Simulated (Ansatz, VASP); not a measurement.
# Two plane-wave programs on ZnO

The input INCAR:

```
ALGO = Normal
EDIFF = 1E-6
ENCUT = 520
GGA = CA
ISIF = 2
ISMEAR = 0
LASPH = True
LCHARG = False
LREAL = False
LWAVE = False
NBANDS = 16
NELM = 100
PREC = Accurate
SIGMA = 0.05
```

KPOINTS

```
k-points
0
Gamma
  12 12 12
```

The input POSCAR:

```
ZnO
1.0
    0.0000000000      2.3567662462      1.8382776720
    2.3567662462      0.0000000000      1.8382776720
    2.3567662462      2.3567662462      0.0000000000
Zn O
1 1
Direct
    0.0000000000      0.0000000000      0.0000000000
    0.5000000000      0.5000000000      0.5000000000
```

Input for Ansatz:

```yaml
crystal:
  lattice:
    - [0.0, 2.3567662462, 1.838277672]
    - [2.3567662462, 0.0, 1.838277672]
    - [2.3567662462, 2.3567662462, 0.0]
  atoms:
    - { symbol: Zn, position: [0.0, 0.0, 0.0] }
    - { symbol: O, position: [0.5, 0.5, 0.5] }
basis:
  ecutwfc: 420
kpoints:
  mp_grid: { grid: [12, 12, 12] }
hamiltonian:
  xc: lda
scf:
  occupations: { method: gaussian, width: 0.05 }
output:
  forces: true
  stress: true
  eigenvalues: true
```

Alike in both runs: task single point; functional LDA; k mesh 12 × 12 × 12; occupations gaussian, width 0.05 eV; no spin polarisation.

|  | VASP | Ansatz |
| --- | --- | --- |
| version | VASP 6.6.1 | Ansatz 0.2.0 |
| potentials or method | VASP PAW LDA potentials, release 64 (Zn, O) | scalar-relativistic, plane waves, PAW |
| plane-wave cutoff (eV) | 520 | 420 |
| valence electrons in the cell | 18 | 18 |

```tsv
	VASP	Ansatz	Ansatz less VASP
gap on the k mesh at the Fermi level (eV)	0.94	0.93	-0.005
least direct gap on the mesh (eV)	2.39	2.40	+0.011
pressure (GPa)	3.5	1.7	-1.78
largest component of the traceless stress (GPa)	19.05	16.73	-2.323
```

A k mesh can miss the band edges. LDA gaps usually lie below the measured ones, often by a third to a half.
